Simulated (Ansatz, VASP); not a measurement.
**C in VASP and in Ansatz**

File INCAR:

```
ALGO = Normal
EDIFF = 1E-7
EDIFFG = -0.01
ENCUT = 600
GGA = PE
IBRION = 2
ISIF = 3
ISMEAR = 0
LASPH = T
LCHARG = F
LREAL = F
LWAVE = F
NELM = 100
NSW = 100
PREC = Accurate
SIGMA = 0.1
```

The input KPOINTS:

```
k-points
0
Gamma
  12 12 10
```

Contents of POSCAR:

```
C
1.0
    3.9395020636      0.0000000000      0.0000000000
   -1.9697510318      3.4117088654      0.0000000000
    0.0000000000      0.0000000000      3.7886859471
C
6
Direct
    0.7961181966      0.3980590983      0.1666666667
    0.6019409017      0.3980590983      0.8333333333
    0.6019409017      0.2038818034      0.5000000000
    0.2038818034      0.6019409017      0.1666666667
    0.3980590983      0.6019409017      0.8333333333
    0.3980590983      0.7961181966      0.5000000000
```

Input for Ansatz:

```yaml
crystal:
  lattice:
    - [3.9395020636, 0.0, 0.0]
    - [-1.9697510318, 3.4117088654, 0.0]
    - [0.0, 0.0, 3.7886859471]
  atoms:
    - { symbol: C, position: [0.7961181966, 0.3980590983, 0.1666666667] }
    - { symbol: C, position: [0.6019409017, 0.3980590983, 0.8333333333] }
    - { symbol: C, position: [0.6019409017, 0.2038818034, 0.5] }
    - { symbol: C, position: [0.2038818034, 0.6019409017, 0.1666666667] }
    - { symbol: C, position: [0.3980590983, 0.6019409017, 0.8333333333] }
    - { symbol: C, position: [0.3980590983, 0.7961181966, 0.5] }
basis:
  ecutwfc: 420
kpoints:
  mp_grid: { grid: [12, 12, 10] }
hamiltonian:
  xc: pbe
scf:
  occupations: { method: gaussian, width: 0.1 }
output:
  forces: true
  stress: true
  eigenvalues: true
  write_density: true
  write_potential: true
  elf: true
  volumetric_format: npy
relax:
  adjacent_minimum: "off"
  f_tol: 0.01
  max_steps: 80
  cell: { stress_tol: 0.05 }
```

Alike in both runs: task relaxation of cell and atoms; functional PBE; k mesh 12 × 12 × 10; occupations gaussian, width 0.1 eV; no spin polarisation.

```csv
,VASP,Ansatz
version,VASP 6.6.1,Ansatz 0.2.0
potentials or method,"VASP PAW PBE potentials, release 64 (C)","scalar-relativistic, plane waves, PAW"
plane-wave cutoff (eV),600,420
valence electrons in the cell,24,24
```

|  | VASP | Ansatz | Ansatz less VASP |
| --- | --- | --- | --- |
| gap on the k mesh at the Fermi level, each at its own relaxed structure (eV) | none | none | - |
| relaxed volume (Å³/atom) | 8.49 | 8.49 | +0.003 |
| relaxed cell length with the largest relative difference (Å) | 3.940 | 3.941 | +0.0010 |

A gap of «none» marks a metal or a gap that the smearing closes.
